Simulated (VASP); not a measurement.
Crystal: CdO2.

```
CELL_PARAMETERS angstrom
3.47623 0.00000 0.00000
-1.73811 3.01050 0.00000
0.00000 0.00000 4.14808
ATOMIC_POSITIONS crystal
Cd 0.00000 0.00000 0.00000
O 0.33333 0.66667 0.24422
O 0.66667 0.33333 0.75578
```

The cell comes from a database or a generator and needn't be the stable form of this composition.

| Property | Result |
| --- | --- |
| Program | VASP 6.6.1 |
| Task | relaxation of cell and atoms |
| Functional | r2SCAN |
| Potentials or basis | VASP PAW PBE potentials, release 64 (Cd, O) |
| Cutoff | 600 eV |
| k mesh | 8 × 8 × 6 |
| Occupations | fermi-dirac, width 0.05 eV |
| Spin | no spin polarisation |

At the start: pressure -8.5 GPa; volume 14.47 Å³/atom.

Task: Where does the relaxation end?

Result: Over 13 steps the energy falls by 87.4 meV/atom and the volume is 12.00 Å³/atom (-17.1 %); space group P-3m1 (No. 164, to 0.05 Å).

Step by step:
| step | energy change (eV) | largest force (eV/Å) | pressure (GPa) | volume (Å³) |
| --- | --- | --- | --- | --- |
| 1 | 0.0000 | 0.1246 | -8.48 | 43.41 |
| 2 | -0.1004 | 0.6019 | 2.76 | 38.77 |
| 3 | -0.1089 | 0.4325 | -0.14 | 39.69 |
| 4 | -0.1404 | 0.4551 | -0.07 | 39.06 |
| 5 | -0.2233 | 0.4258 | 0.79 | 37.17 |
| 6 | -0.1737 | 0.0897 | 7.30 | 33.32 |
| 7 | -0.2463 | 0.3655 | 2.58 | 35.83 |
| 8 | -0.2475 | 0.2845 | 3.33 | 35.27 |
| 9 | -0.2370 | 0.2621 | -3.76 | 36.53 |
| 10 | -0.2572 | 0.0496 | 0.23 | 35.77 |
| 11 | -0.2604 | 0.0272 | 0.12 | 35.87 |
| 12 | -0.2622 | 0.0115 | -0.05 | 36.02 |
| 13 | -0.2622 | 0.0084 | -0.03 | 36.01 |

Final structure:
```yaml
crystal:
  lattice:
    - [3.39430, 0.00000, 0.00000]
    - [-1.69715, 2.93955, 0.00000]
    - [0.00000, 0.00000, 3.60894]
  atoms:
    - { symbol: Cd, position: [0.00000, 0.00000, 0.00000] }
    - { symbol: O, position: [0.33333, 0.66667, 0.28214] }
    - { symbol: O, position: [0.66667, 0.33333, 0.71786] }
```

Caveat: the volume moved by over 15 % at a fixed basis, so the end points are rough; the PAW data sets were made with another functional, which shifts forces and pressure a little.
